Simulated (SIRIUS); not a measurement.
# P under changes of volume

One of the cells (20.867 Å³/atom); the others are scaled copies at fixed shape and fractional positions:

```
CELL_PARAMETERS angstrom
1.65866 -5.50123 0.00000
1.65866 5.50123 0.00000
0.00000 0.00000 4.57373
ATOMIC_POSITIONS crystal
P 0.90414 0.09586 0.58882
P 0.09586 0.90414 0.41118
P 0.59586 0.40414 0.08882
P 0.40414 0.59586 0.91118
```

- Program: SIRIUS 7.12.0
- Functional: PBEsol
- Potentials or basis: all-electron FP-LAPW
- Cutoff: 207 eV
- Basis: apw+lo standard
- k mesh: 8 × 8 × 6
- Occupations: fermi-dirac, width 0.05 eV
- Spin: no spin polarisation

| volume (Å³/atom) | energy over the lowest point (meV/atom) | gap on the mesh (eV) |
| --- | --- | --- |
| 19.230 | 14.02 | 0.05 |
| 19.639 | 4.66 | 0.04 |
| 20.049 | 0.00 | 0.02 |
| 20.867 | 2.85 | 0.04 |
| 21.276 | ? | ? |
| 21.685 | 19.30 | 0.12 |

**Question.** What does the run at 21.276 Å³/atom give?

**Answer.** Energy over the lowest point 9.55 meV/atom; gap on the mesh 0.08 eV.

Worked out: A Birch-Murnaghan fit of order 3 (a polynomial in V^(-2/3)) to the other rows has its minimum at 20.30 Å³/atom with B0 = V·E''(V) = 76 GPa and B' = 4.4 at fixed shape and positions, which overstates the stiffness. It gives 9.55 meV/atom at 21.276 Å³/atom, against the run's 9.55.

Energies are extrapolated to zero smearing.

A mesh can miss the band edges.
